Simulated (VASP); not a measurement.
# ZnS (P6_3mc) in VASP: electric field gradients with PBE

Aim: the electric field gradients of ZnS with PBE.

Everything below comes from runs of VASP 6.6.1. Logs are shortened: lines on timing, memory, paths and dates and some standing lists are left out, and cuts for length are marked.

**Measured values to compare with.**

A printed reference work, monograph reports, for a bulk crystal of ZnS at 4 K: band gap 3.911 eV (direct).

The results are compared with them further down.

## 1. The cell of the first run

It takes space group P6_3mc (No. 186, hexagonal). Conventional cell: a = 3.846 Å, b = 3.846 Å, c = 6.304 Å, α = 90.00°, β = 90.00°, γ = 120.00°. Within 3.1 Å of Zn (site symmetry 3m) lie 4 S at 2.36 Å. S (site symmetry 3m) has 4 Zn at 2.36 Å within 3.1 Å.

## 2. Electric field gradients, PBE

INCAR

```
  ALGO = Normal
  EDIFF = 1E-8
  ENCUT = 520
  GGA = PE
  ISIF = 2
  ISMEAR = 0
  LASPH = True
  LCHARG = False
  LEFG = True
  LREAL = False
  LWAVE = False
  NBANDS = 26
  NELM = 80
  PREC = Accurate
  SIGMA = 0.05
```

KPOINTS

```
k-points
0
Gamma
  8 8 4
```

POSCAR

```
ZnS
1.0
    3.8458156461      0.0000000000      0.0000000000
   -1.9229078231      3.3305740478      0.0000000000
    0.0000000000      0.0000000000      6.3039698350
Zn S
2 2
Direct
    0.3333333333      0.6666666667      0.0052008606
    0.6666666667      0.3333333333      0.5052008606
    0.3333333333      0.6666666667      0.3797991394
    0.6666666667      0.3333333333      0.8797991394
```

Potentials or basis: VASP PAW PBE potentials, release 64 (Zn, S).

On the command line:

```console
$ cat potpaw_PBE.64/Zn/POTCAR potpaw_PBE.64/S/POTCAR > POTCAR
$ mpirun -np 1 vasp_std > vasp.out
```

OUTCAR:

```text
EDIFF = 1E-8
   ENCUT = 520
   GGA = PE
   ISIF = 2
   ISMEAR = 0
   LASPH = True
   LREAL = False
   NELM = 80
   PREC = Accurate

 ion  position               nearest neighbor table
   1  0.333  0.667  0.005-   4 2.36   4 2.36   4 2.36   3 2.36
   2  0.667  0.333  0.505-   3 2.36   3 2.36   3 2.36   4 2.36
   3  0.333  0.667  0.380-   2 2.36   2 2.36   2 2.36   1 2.36
   4  0.667  0.333  0.880-   1 2.36   1 2.36   1 2.36   2 2.36

  LATTYP: Found a hexagonal cell.
 ALAT       =     3.8458156461
 C/A-ratio  =     1.6391762932

  Lattice vectors:

 A1 = (   3.8458156461,   0.0000000000,   0.0000000000)
 A2 = (  -1.9229078231,   3.3305740478,   0.0000000000)
 A3 = (   0.0000000000,   0.0000000000,   6.3039698350)

Analysis of symmetry for initial positions (statically):
=====================================================================
 Subroutine PRICEL returns:
 Original cell was already a primitive cell.

 Routine SETGRP: Setting up the symmetry group for a
 hexagonal supercell.

 Subroutine GETGRP returns: Found 12 space group operations
 (whereof  6 operations were pure point group operations)
 out of a pool of 24 trial point group operations.

The static configuration has the point symmetry C_3v.
 The point group associated with its full space group is C_6v.

Analysis of symmetry for dynamics (positions and initial velocities):
=====================================================================
 Subroutine PRICEL returns:
 Original cell was already a primitive cell.

 Routine SETGRP: Setting up the symmetry group for a
 hexagonal supercell.

 Subroutine GETGRP returns: Found 12 space group operations
 (whereof  6 operations were pure point group operations)
 out of a pool of 24 trial point group operations.

The dynamic configuration has the point symmetry C_3v.
 The point group associated with its full space group is C_6v.

 Subroutine INISYM returns: Found 12 space group operations
 (whereof  6 operations are pure point group operations),
 and found     1 'primitive' translations

----------------------------------------------------------------------------------------

                                     Primitive cell

  volume of cell :      80.7461

  direct lattice vectors                    reciprocal lattice vectors
     3.845815646  0.000000000  0.000000000     0.260022864  0.150124271  0.000000000
    -1.922907823  3.330574048  0.000000000     0.000000000  0.300248541  0.000000000
     0.000000000  0.000000000  6.303969835     0.000000000  0.000000000  0.158630201

  length of vectors
     3.845815646  3.845815646  6.303969835     0.300248541  0.300248541  0.158630201

  position of ions in fractional coordinates (direct lattice)
     0.333333333  0.666666667  0.005200861
     0.666666667  0.333333333  0.505200861
     0.333333333  0.666666667  0.379799139
     0.666666667  0.333333333  0.879799139

  ion indices of the primitive-cell ions
   primitive index   ion index
                 1           1
                 2           2
                 3           3
                 4           4

----------------------------------------------------------------------------------------

 KPOINTS: k-points

Automatic generation of k-mesh.
 Grid dimensions read from file:
 generate k-points for:    8    8    4

 Generating k-lattice:

  Cartesian coordinates                     Fractional coordinates (reciprocal lattice)
     0.032502858  0.018765534  0.000000000     0.125000000  0.000000000  0.000000000
     0.000000000  0.037531068  0.000000000     0.000000000  0.125000000  0.000000000
     0.000000000  0.000000000  0.039657550     0.000000000  0.000000000  0.250000000

  Length of vectors
     0.037531068  0.037531068  0.039657550

  Shift w.r.t. Gamma in fractional coordinates (k-lattice)
     0.000000000  0.000000000  0.000000000

 Subroutine IBZKPT returns following result:
 ===========================================

 Found     30 irreducible k-points:

 Following reciprocal coordinates:
            Coordinates               Weight
  0.000000  0.000000  0.000000      1.000000
  0.125000  0.000000  0.000000      6.000000
  0.250000  0.000000  0.000000      6.000000
  0.375000 -0.000000  0.000000      6.000000
  0.500000  0.000000  0.000000      3.000000
  0.125000  0.125000  0.000000      6.000000
[... 16 lines left out ...]
  0.250000  0.000000  0.500000      6.000000
  0.375000 -0.000000  0.500000      6.000000
 [... further k-points ...]
   k-points           NKPTS =     30   k-points in BZ     NKDIM =     30   number of bands    NBANDS=     26
   number of dos      NEDOS =    301   number of ions     NIONS =      4
   total plane-waves  NPLWV =  43200
   dimension x,y,z NGX =    30 NGY =   30 NGZ =   48
   dimension x,y,z NGXF=    60 NGYF=   60 NGZF=   96
   ions per type =               2   2
   NGX,Y,Z   is equivalent  to a cutoff of  12.97, 12.97, 12.66 a.u.
   NGXF,Y,Z  is equivalent  to a cutoff of  25.94, 25.94, 25.32 a.u.
 SYSTEM =  unknown system
   PREC   = accura    normal or accurate (medium, high low for compatibility)
   ISTART =      0    job   : 0-new  1-cont  2-samecut
   ICHARG =      2    charge: 1-file 2-atom 10-const
   ISPIN  =      1    spin polarized calculation?
   LNONCOLLINEAR =      F non collinear calculations
   LSORBIT =      F    spin-orbit coupling
   LASPH  =      T    aspherical Exc in radial PAW
   ENCUT  =  520.0 eV  38.22 Ry    6.18 a.u.   7.15  7.15 11.72*2*pi/ulx,y,z
   NELM   =     80;   NELMIN=  2; NELMDL= -5     # of ELM steps
   EDIFF  = 0.1E-07   stopping-criterion for ELM
   LREAL  =      F    real-space projection
   EDIFFG = 0.1E-06   stopping-criterion for IOM
   NSW    =      0    number of steps for IOM
   IBRION =     -1    ionic relax: 0-MD 1-quasi-New 2-CG
   NFREE  =      0    steps in history (QN), initial steepest desc. (CG)
   ISIF   =      2    stress and relaxation
   ISYM   =      2    0-nonsym 1-usesym 2-fastsym
   POTIM  = 0.5000    time-step for ionic-motion
   TEBEG  =    0.0;   TEEND  =   0.0 temperature during run
   PSTRESS=    0.0 pullay stress
   NELECT =      36.0000    total number of electrons
   NUPDOWN=      -1.0000    fix difference up-down
   EMIN   =  10.00;   EMAX   =-10.00  energy-range for DOS
   EFERMI =   0.00;   METHOD = LEGACY
   ISMEAR =     0;   SIGMA  =   0.05  broadening in eV -4-tet -1-fermi 0-gaus
   EFERMI_NEDOS =   21; number of points for ismear=-14 and -15
   IALGO  =     38    algorithm
   IMIX   =      4    mixing-type and parameters
     AMIX     =   0.40;   BMIX     =  1.00
     AMIX_MAG =   1.60;   BMIX_MAG =  1.00
  volume/ion in A,a.u.               =      20.19       136.23
  Fermi-wavevector in a.u.,A,eV,Ry     =   1.250648  2.363382 21.281151  1.564120
  Thomas-Fermi vector in A             =   2.384632
   LORBIT       =      0    0 simple, 1 ext, 2 COOP (PROOUT), +10 PAW based schemes
   GGA     = PE    functional components
   LHFCALC =     F    Hartree Fock is set to
   AEXX    =    0.0000 exact exchange contribution
   IVDW    =     0    specifies the selected vdW correction
   LEPSILON=     F    determine dielectric tensor
   LRPA    =     F    only Hartree local field effects (RPA)
 non-spin polarized calculation
 Gauss-broadening in eV      SIGMA  =   0.05
  energy-cutoff  :      520.00
  volume of cell :       80.75
 maximum number of plane-waves:      2192
 NGX is ok and might be reduce to    30
   NGX = 15   NGY = 15   NGZ = 23

 number of electron      36.0000011 magnetization

 Free energy of the ion-electron system (eV)
  ---------------------------------------------------
  ext. energy  EPLUGINS =         0.00000000
  ---------------------------------------------------
  free energy    TOTEN  =       -13.69348833 eV

  energy without entropy =      -13.69348833  energy(sigma->0) =      -13.69348833

 E-fermi :   2.1803     XC(G=0):  -9.5159

 val. band max:        1.9124219229   @ k =   0.0000   0.0000   0.0000
 cond. band min:       3.9950571435   @ k =   0.0000   0.0000   0.0000
 fundamental gap:      2.0826352205
 Fermi energy:         2.1802654476

 k-point     1 :       0.0000    0.0000    0.0000
  band No.  band energies     occupation
      1     -11.0940      2.00000
      2     -10.2044      2.00000
      3      -4.3421      2.00000
      4      -4.3305      2.00000
      5      -4.3305      2.00000
      6      -4.2524      2.00000
[... 685 lines left out ...]
     25      10.6313      0.00000
     26      10.6313      0.00000

 [... further k-points ...]
[... 5 lines left out ...]
  --------------------------------------------------------------------------------------
  -------------------------------------------------------------------------------------
  Total        0.0620954      0.0620954      0.0787966     -0.0000000      0.0000000      0.0000000
  in kB        1.2321065      1.2321065      1.5634952     -0.0000000      0.0000000      0.0000000
  external PRESSURE =       1.3425694 kB  Pullay stress =       0.0000000 kB

 VOLUME and BASIS-vectors are now :
 -----------------------------------------------------------------------------
  energy-cutoff  :      520.00
  volume of cell :       80.75
      direct lattice vectors                 reciprocal lattice vectors
     3.845815646  0.000000000  0.000000000     0.260022864  0.150124271  0.000000000
    -1.922907823  3.330574048  0.000000000     0.000000000  0.300248541  0.000000000
     0.000000000  0.000000000  6.303969835     0.000000000  0.000000000  0.158630201

 POSITION                                       TOTAL-FORCE (eV/Angst)
 -----------------------------------------------------------------------------------
     -0.00000      2.22038      0.03279         0.000000     -0.000000      0.000766
      1.92291      1.11019      3.18477        -0.000000      0.000000      0.000766
     -0.00000      2.22038      2.39424        -0.000000     -0.000000     -0.000766
      1.92291      1.11019      5.54623        -0.000000      0.000000     -0.000766
 -----------------------------------------------------------------------------------
    total drift:                               -0.000000     -0.000000     -0.000168

  FREE ENERGIE OF THE ION-ELECTRON SYSTEM (eV)
  ---------------------------------------------------
  free  energy   TOTEN  =       -13.6934883264 eV

  energy  without entropy=      -13.6934883264  energy(sigma->0) =      -13.69348833

 Electric field gradients (V/A^2)
---------------------------------------------------------------------
 ion       V_xx      V_yy      V_zz      V_xy      V_xz      V_yz
---------------------------------------------------------------------
   1      -0.295    -0.299     0.595    -0.004     0.000    -0.000
   2      -0.295    -0.299     0.595    -0.004    -0.000     0.000
   3      -1.225    -1.225     2.451    -0.000    -0.000     0.000
   4      -1.225    -1.225     2.451    -0.000     0.000    -0.000
---------------------------------------------------------------------

 Electric field gradients after diagonalization (V/A^2)
 (convention: |V_zz| > |V_xx| > |V_yy|)
----------------------------------------------------------------------
 ion       V_xx      V_yy      V_zz     asymmetry (V_yy - V_xx)/ V_zz
----------------------------------------------------------------------
   1      -0.301    -0.293     0.595       0.014
   2      -0.301    -0.293     0.595       0.014
   3      -1.226    -1.225     2.451       0.000
   4      -1.226    -1.225     2.451       0.000
----------------------------------------------------------------------

           NMR quadrupolar parameters

 Cq : quadrupolar parameter    Cq=e*Q*V_zz/h
 eta: asymmetry parameters     (V_yy - V_xx)/ V_zz
 Q  : nuclear electric quadrupole moment in mb (millibarn)
----------------------------------------------------------------------
 ion       Cq(MHz)       eta       Q (mb)
----------------------------------------------------------------------
   1       0.001       0.014       1.000
   2       0.001       0.014       1.000
   3       0.006       0.000       1.000
   4       0.006       0.000       1.000
----------------------------------------------------------------------
```

Run time: 1.7 min. Hardware: 1 thread of Intel Xeon 8259CL, shared host; peak memory 0.22 GiB.

What came out:

| Item | Value |
| --- | --- |
| Free energy | -13.6935 eV |
| Pressure | 0.1 GPa |
| Band gap on the k mesh | 2.08 eV |
| Largest electric field gradient by atom | Zn +0.6; S +2.5 V/Å² |

Electric field gradients, principal values (V/Å²):
```tsv
atom	least	middle	greatest (by size)
1 Zn	-0.293	-0.301	0.595
2 Zn	-0.293	-0.301	0.595
3 S	-1.225	-1.226	2.451
4 S	-1.225	-1.226	2.451
```

Caveat: without QUAD_EFG the Cq values of the log hold for a quadrupole moment of 1 mb, not for the nuclei.

## 3. Against experiment

Step 2. Measured gap of ZnS: 3.911 eV (direct; 4 K; a printed reference work, monograph). This calculation gives 2.08 eV (-1.83 eV). The value is that of PBE, without temperature or zero-point motion. Semilocal functionals fall short of measured gaps as a rule.
